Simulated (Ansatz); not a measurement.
# BAs: a tetragonal deformation path

An exercise on one series of results from a longer session: the logs are not shown, and one member is left open.

Program: Ansatz 0.2.0. Level of theory: DFT r2SCAN, scalar-relativistic, plane waves, PAW. These are calculated values, not measurements.

1 further run of the same task is left out (set aside as unsound or not needed). Runs told in other sessions of the task aren't counted.

## The starting structure

It takes space group F-43m (No. 216, cubic). The conventional cell has a = 4.784 Å, b = 4.784 Å, c = 4.784 Å, α = 90.00°, β = 90.00°, γ = 90.00°. B (site symmetry -43m) is surrounded by 4 As at 2.07 Å. As (site symmetry -43m) is surrounded by 4 B at 2.07 Å.

Structure file:

```cif
data_structure
_symmetry_space_group_name_H-M 'F-43m'
_symmetry_Int_Tables_number 216
_cell_length_a 4.7838
_cell_length_b 4.7838
_cell_length_c 4.7838
_cell_angle_alpha 90.000
_cell_angle_beta 90.000
_cell_angle_gamma 90.000
_cell_volume 109.48
loop_
_atom_site_label
_atom_site_type_symbol
_atom_site_symmetry_multiplicity
_atom_site_Wyckoff_symbol
_atom_site_fract_x
_atom_site_fract_y
_atom_site_fract_z
_atom_site_occupancy
B1 B 4 a 0.00000 0.00000 0.00000 1
As1 As 4 c 0.25000 0.25000 0.25000 1
```

This cell was relaxed beforehand with the same method: volume 13.68 Å³/atom, gap on the mesh 1.37 eV.

Set-up of the first run:

Input file input.yaml:

```yaml
crystal:
  lattice:
    - [0.0, 2.3919171969, 2.3919171969]
    - [2.3919171969, 0.0, 2.3919171969]
    - [2.3919171969, 2.3919171969, 0.0]
  atoms:
    - { symbol: B, position: [0.0, 0.0, 0.0] }
    - { symbol: As, position: [0.75, 0.75, 0.75] }
basis:
  ecutwfc: 500
kpoints:
  mp_grid: { grid: [12, 12, 12] }
hamiltonian:
  xc: r2scan
scf:
  occupations: { method: gaussian, width: 0.05 }
output:
  forces: true
  stress: true
  eigenvalues: true
```

Launch:

```sh
$ ansatz run input.yaml --threads 1 --pin off --max-ram 2560MiB --backend cpu --events-out ev --progress --plain --runs-dir out
```

Steps of the session up to this table: The undisturbed cell; Point ρ = 0.707; At ρ = 1.414; At ρ = 0.850; Point ρ = 1.200; At ρ = 0.780; At ρ = 1.300; Point ρ = 0.920.

One table of the session follows, with a row left open; its other results are not shown here.

```
    ρ  ΔE (meV/atom)  pressure (GPa)  gap on the mesh (eV)
0.707          475.6            -2.8                  0.00
0.780          285.2            -1.3                  0.00
0.850          139.2            -0.4                  0.00
0.920              ?               ?                     ?
1.000            0.0             0.0                  1.38
1.200          246.9             0.3                  0.00
1.300          534.1             1.1                  0.00
1.414          915.9             2.1                  0.00
```

**Question.** Estimate the row for ρ = 0.920.

Worked estimate for «ΔE (meV/atom)». A straight line through the neighbours (0.850, 139.2) and (1.000, 0.0) gives 139.2 + (0.0 − 139.2) × (0.920 − 0.850) / (1.000 − 0.850) = 74.2; a parabola fitted to 4 rows on both sides gives 39.4.

**Answer.** ΔE (meV/atom): 40.5; pressure (GPa): 0.0; gap on the mesh (eV): 0.12. In «ΔE (meV/atom)» the line misses by +33.7 and the parabola by -1.1.

Where the gap reads zero, the mesh chosen for the insulator is on the coarse side.
